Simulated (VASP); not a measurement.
# TePb (Pm-3m) in VASP: further runs

Runs on TePb. Level: PBEsol. Tasks: single point.

All numbers are computed with VASP 6.6.1; they aren't measurements. Logs are shortened: lines on timing, memory, paths and dates and some standing lists are left out, and cuts for length are marked.

## 1. The cell of the first run

Symmetry: Pm-3m, No. 221, cubic system. Conventional cell: a = 4.102 Å, b = 4.102 Å, c = 4.102 Å, α = 90.00°, β = 90.00°, γ = 90.00°. Around Te (site symmetry m-3m) lie 8 Pb at 3.55 Å. Around Pb (site symmetry m-3m) lie 8 Te at 3.55 Å.

Measurements of this composition are mostly on another form, of space group No. 225.

## 2. Single point, PBEsol (strained and moved within the space group)

INCAR reads:

```
  ALGO = Fast
  EDIFF = 1E-6
  ENCUT = 520
  GGA = PS
  ISIF = 2
  ISMEAR = 0
  LASPH = True
  LCHARG = False
  LREAL = False
  LWAVE = False
  NBANDS = 17
  NELM = 100
  PREC = Accurate
  SIGMA = 0.1
```

KPOINTS reads:

```
k-points
0
Gamma
  10 10 10
```

POSCAR reads:

```
TePb
1.0
    4.1020239920      0.0000000000      0.0000000000
    0.0000000000      4.1020239920      0.0000000000
    0.0000000000      0.0000000000      4.1020239920
Te Pb
1 1
Direct
    0.5000000000      0.5000000000      0.5000000000
    0.0000000000      0.0000000000      0.0000000000
```

Potentials or basis: VASP PAW PBE potentials, release 64 (Te, Pb_d).

Command:

```console
$ cat potpaw_PBE.64/Te/POTCAR potpaw_PBE.64/Pb_d/POTCAR > POTCAR
$ mpirun -np 1 vasp_std > vasp.out
```

OUTCAR:

```text
EDIFF = 1E-6
   ENCUT = 520
   GGA = PS
   ISIF = 2
   ISMEAR = 0
   LASPH = True
   LREAL = False
   NELM = 100
   PREC = Accurate

 ion  position               nearest neighbor table
   1  0.500  0.500  0.500-   2 3.55   2 3.55   2 3.55   2 3.55   2 3.55   2 3.55   2 3.55   2 3.55

   2  0.000  0.000  0.000-   1 3.55   1 3.55   1 3.55   1 3.55   1 3.55   1 3.55   1 3.55   1 3.55

  LATTYP: Found a simple cubic cell.
 ALAT       =     4.1020239920

  Lattice vectors:

 A1 = (   4.1020239920,   0.0000000000,   0.0000000000)
 A2 = (   0.0000000000,   4.1020239920,   0.0000000000)
 A3 = (   0.0000000000,   0.0000000000,   4.1020239920)

Analysis of symmetry for initial positions (statically):
=====================================================================
 Subroutine PRICEL returns:
 Original cell was already a primitive cell.

 Routine SETGRP: Setting up the symmetry group for a
 simple cubic supercell.

 Subroutine GETGRP returns: Found 48 space group operations
 (whereof 48 operations were pure point group operations)
 out of a pool of 48 trial point group operations.

The static configuration has the point symmetry O_h .

Analysis of symmetry for dynamics (positions and initial velocities):
=====================================================================
 Subroutine PRICEL returns:
 Original cell was already a primitive cell.

 Routine SETGRP: Setting up the symmetry group for a
 simple cubic supercell.

 Subroutine GETGRP returns: Found 48 space group operations
 (whereof 48 operations were pure point group operations)
 out of a pool of 48 trial point group operations.

The dynamic configuration has the point symmetry O_h .

 Subroutine INISYM returns: Found 48 space group operations
 (whereof 48 operations are pure point group operations),
 and found     1 'primitive' translations

----------------------------------------------------------------------------------------

                                     Primitive cell

  volume of cell :      69.0231

  direct lattice vectors                    reciprocal lattice vectors
     4.102023992  0.000000000  0.000000000     0.243782094  0.000000000  0.000000000
     0.000000000  4.102023992  0.000000000     0.000000000  0.243782094  0.000000000
     0.000000000  0.000000000  4.102023992     0.000000000  0.000000000  0.243782094

  length of vectors
     4.102023992  4.102023992  4.102023992     0.243782094  0.243782094  0.243782094

  position of ions in fractional coordinates (direct lattice)
     0.500000000  0.500000000  0.500000000
     0.000000000  0.000000000  0.000000000

  ion indices of the primitive-cell ions
   primitive index   ion index
                 1           1
                 2           2

----------------------------------------------------------------------------------------

 KPOINTS: k-points

Automatic generation of k-mesh.
 Grid dimensions read from file:
 generate k-points for:   10   10   10

 Generating k-lattice:

  Cartesian coordinates                     Fractional coordinates (reciprocal lattice)
     0.024378209  0.000000000  0.000000000     0.100000000  0.000000000  0.000000000
     0.000000000  0.024378209  0.000000000     0.000000000  0.100000000  0.000000000
     0.000000000  0.000000000  0.024378209     0.000000000  0.000000000  0.100000000

  Length of vectors
     0.024378209  0.024378209  0.024378209

  Shift w.r.t. Gamma in fractional coordinates (k-lattice)
     0.000000000  0.000000000  0.000000000

 Subroutine IBZKPT returns following result:
 ===========================================

 Found     56 irreducible k-points:

 Following reciprocal coordinates:
            Coordinates               Weight
  0.000000  0.000000  0.000000      1.000000
  0.100000  0.000000  0.000000      6.000000
  0.200000  0.000000  0.000000      6.000000
  0.300000  0.000000  0.000000      6.000000
  0.400000  0.000000  0.000000      6.000000
  0.500000  0.000000  0.000000      3.000000
[... 16 lines left out ...]
  0.200000  0.100000  0.100000     24.000000
  0.300000  0.100000  0.100000     24.000000
 [... further k-points ...]
   k-points           NKPTS =     56   k-points in BZ     NKDIM =     56   number of bands    NBANDS=     17
   number of dos      NEDOS =    301   number of ions     NIONS =      2
   total plane-waves  NPLWV =  32768
   dimension x,y,z NGX =    32 NGY =   32 NGZ =   32
   dimension x,y,z NGXF=    64 NGYF=   64 NGZF=   64
   ions per type =               1   1
   NGX,Y,Z   is equivalent  to a cutoff of  12.97, 12.97, 12.97 a.u.
   NGXF,Y,Z  is equivalent  to a cutoff of  25.94, 25.94, 25.94 a.u.
 SYSTEM =  unknown system
   PREC   = accura    normal or accurate (medium, high low for compatibility)
   ISTART =      0    job   : 0-new  1-cont  2-samecut
   ICHARG =      2    charge: 1-file 2-atom 10-const
   ISPIN  =      1    spin polarized calculation?
   LNONCOLLINEAR =      F non collinear calculations
   LSORBIT =      F    spin-orbit coupling
   LASPH  =      T    aspherical Exc in radial PAW
   ENCUT  =  520.0 eV  38.22 Ry    6.18 a.u.   7.63  7.63  7.63*2*pi/ulx,y,z
   NELM   =    100;   NELMIN=  2; NELMDL= -5     # of ELM steps
   EDIFF  = 0.1E-05   stopping-criterion for ELM
   LREAL  =      F    real-space projection
   EDIFFG = 0.1E-04   stopping-criterion for IOM
   NSW    =      0    number of steps for IOM
   IBRION =     -1    ionic relax: 0-MD 1-quasi-New 2-CG
   NFREE  =      0    steps in history (QN), initial steepest desc. (CG)
   ISIF   =      2    stress and relaxation
   ISYM   =      2    0-nonsym 1-usesym 2-fastsym
   POTIM  = 0.5000    time-step for ionic-motion
   TEBEG  =    0.0;   TEEND  =   0.0 temperature during run
   PSTRESS=    0.0 pullay stress
   NELECT =      20.0000    total number of electrons
   NUPDOWN=      -1.0000    fix difference up-down
   EMIN   =  10.00;   EMAX   =-10.00  energy-range for DOS
   EFERMI =   0.00;   METHOD = LEGACY
   ISMEAR =     0;   SIGMA  =   0.10  broadening in eV -4-tet -1-fermi 0-gaus
   EFERMI_NEDOS =   21; number of points for ismear=-14 and -15
   IALGO  =     68    algorithm
   IMIX   =      4    mixing-type and parameters
     AMIX     =   0.40;   BMIX     =  1.00
     AMIX_MAG =   1.60;   BMIX_MAG =  1.00
  volume/ion in A,a.u.               =      34.51       232.90
  Fermi-wavevector in a.u.,A,eV,Ry     =   1.083311  2.047162 15.967301  1.173564
  Thomas-Fermi vector in A             =   2.219374
   LORBIT       =      0    0 simple, 1 ext, 2 COOP (PROOUT), +10 PAW based schemes
   GGA     = PS    functional components
   LHFCALC =     F    Hartree Fock is set to
   AEXX    =    0.0000 exact exchange contribution
   IVDW    =     0    specifies the selected vdW correction
   LEPSILON=     F    determine dielectric tensor
   LRPA    =     F    only Hartree local field effects (RPA)
 non-spin polarized calculation
 RMM-DIIS sequential band-by-band and
 Gauss-broadening in eV      SIGMA  =   0.10
  energy-cutoff  :      520.00
  volume of cell :       69.02
 maximum number of plane-waves:      1876
 NGX is ok and might be reduce to    32
   NGX = 15   NGY = 15   NGZ = 15

 number of electron      20.0000002 magnetization

 Free energy of the ion-electron system (eV)
  ---------------------------------------------------
  ext. energy  EPLUGINS =         0.00000000
  ---------------------------------------------------
  free energy    TOTEN  =        -7.71675693 eV

  energy without entropy =       -7.71065130  energy(sigma->0) =       -7.71370412

 E-fermi :   5.3376     XC(G=0):  -9.5044

 val. band max:        5.3018334472   @ k =   0.5000   0.1000   0.0000
 cond. band min:       5.3831896466   @ k =   0.5000   0.2000   0.0000
 fundamental gap:      0.0813561994
 Fermi energy:         5.3376469244

 k-point     1 :       0.0000    0.0000    0.0000
  band No.  band energies     occupation
      1     -11.6582      2.00000
      2     -11.6582      2.00000
      3     -11.5925      2.00000
      4     -11.5925      2.00000
      5     -11.5925      2.00000
      6      -6.3174      2.00000
[... 9 lines left out ...]
     16      14.4093      0.00000
     17      16.1479      0.00000

 k-point     2 :       0.1000    0.0000    0.0000
  band No.  band energies     occupation
      1     -11.6579      2.00000
      2     -11.6530      2.00000
      3     -11.5944      2.00000
      4     -11.5944      2.00000
      5     -11.5924      2.00000
      6      -6.2459      2.00000
[... 9 lines left out ...]
     16      14.9794      0.00000
     17      15.7683      0.00000

 k-point     3 :       0.2000    0.0000    0.0000
  band No.  band energies     occupation
      1     -11.6573      2.00000
      2     -11.6394      2.00000
      3     -11.5991      2.00000
      4     -11.5991      2.00000
      5     -11.5920      2.00000
      6      -6.0373      2.00000
[... 9 lines left out ...]
     16      14.5842      0.00000
     17      15.5543      0.00000

 k-point     4 :       0.3000    0.0000    0.0000
  band No.  band energies     occupation
      1     -11.6565      2.00000
      2     -11.6227      2.00000
      3     -11.6049      2.00000
      4     -11.6049      2.00000
      5     -11.5916      2.00000
      6      -5.7155      2.00000
[... 9 lines left out ...]
     16      13.4565      0.00000
     17      15.7649      0.00000
[... 343 lines left out ...]
      1     -11.6500      2.00000
      2     -11.6500      2.00000
      3     -11.5966      2.00000
      4     -11.5958      2.00000
      5     -11.5958      2.00000
      6      -6.1049      2.00000
[... 9 lines left out ...]
     16      14.9219      0.00000
     17      15.0228      0.00000

 k-point    23 :       0.2000    0.1000    0.1000
  band No.  band energies     occupation
      1     -11.6494      2.00000
      2     -11.6363      2.00000
      3     -11.6016      2.00000
      4     -11.6007      2.00000
      5     -11.5956      2.00000
      6      -5.9010      2.00000
[... 9 lines left out ...]
     16      14.2317      0.00000
     17      14.6072      0.00000

 k-point    24 :       0.3000    0.1000    0.1000
  band No.  band energies     occupation
      1     -11.6486      2.00000
      2     -11.6195      2.00000
      3     -11.6079      2.00000
      4     -11.6067      2.00000
      5     -11.5950      2.00000
      6      -5.5890      2.00000
[... 9 lines left out ...]
     16      13.9135      0.00000
     17      14.0153      0.00000

 [... further k-points ...]

------------------------ aborting loop because EDIFF is reached ----------------------------------------

  FORCE on cell =-STRESS in cart. coord.  units (eV):
  Direction    XX          YY          ZZ          XY          YZ          ZX
  --------------------------------------------------------------------------------------
  -------------------------------------------------------------------------------------
  Total       -2.1803221     -2.1803221     -2.1803221     -0.0000000      0.0000000     -0.0000000
  in kB      -50.6100362    -50.6100362    -50.6100362     -0.0000000      0.0000000     -0.0000000
  external PRESSURE =     -50.6100362 kB  Pullay stress =       0.0000000 kB

 VOLUME and BASIS-vectors are now :
 -----------------------------------------------------------------------------
  energy-cutoff  :      520.00
  volume of cell :       69.02
      direct lattice vectors                 reciprocal lattice vectors
     4.102023992  0.000000000  0.000000000     0.243782094  0.000000000  0.000000000
     0.000000000  4.102023992  0.000000000     0.000000000  0.243782094  0.000000000
     0.000000000  0.000000000  4.102023992     0.000000000  0.000000000  0.243782094

 POSITION                                       TOTAL-FORCE (eV/Angst)
 -----------------------------------------------------------------------------------
      2.05101      2.05101      2.05101         0.000000      0.000000      0.000000
      0.00000      0.00000      0.00000         0.000000      0.000000      0.000000
 -----------------------------------------------------------------------------------
    total drift:                                0.000000      0.000000      0.000000

  FREE ENERGIE OF THE ION-ELECTRON SYSTEM (eV)
  ---------------------------------------------------
  free  energy   TOTEN  =        -7.7167569283 eV

  energy  without entropy=       -7.7106513030  energy(sigma->0) =       -7.71370412
```

Wall time 22 s (1 thread of Intel Xeon 6975P-C (Granite Rapids), shared host); peak memory 0.22 GiB.

Results:

```
Free energy            : -7.7168 eV
Pressure               : -5.1 GPa
Band gap on the k mesh : none (metal or under the smearing width)
```

Levels at points of the mesh, in eV from the Fermi level:
```tsv
k point	band 7	band 8	band 9	band 10	band 11	band 12	band 13	band 14
(0.00, 0.00, 0.00)	-6.92	-1.34	-1.34	-1.34	4.14	4.14	4.85	4.85
(0.50, 0.00, 0.00)	-8.75	-0.81	-0.07	-0.07	0.14	2.31	2.31	5.50
(0.50, 0.50, 0.00)	-7.81	-3.93	-3.93	0.28	3.34	3.52	3.52	5.91
(0.50, 0.50, 0.50)	-7.18	-2.17	-2.17	-2.17	-0.79	-0.79	-0.79	12.82
```

Caveat: the PAW data sets were made with another functional, which shifts forces and pressure a little.

(Part 1 of 2 ends here.)
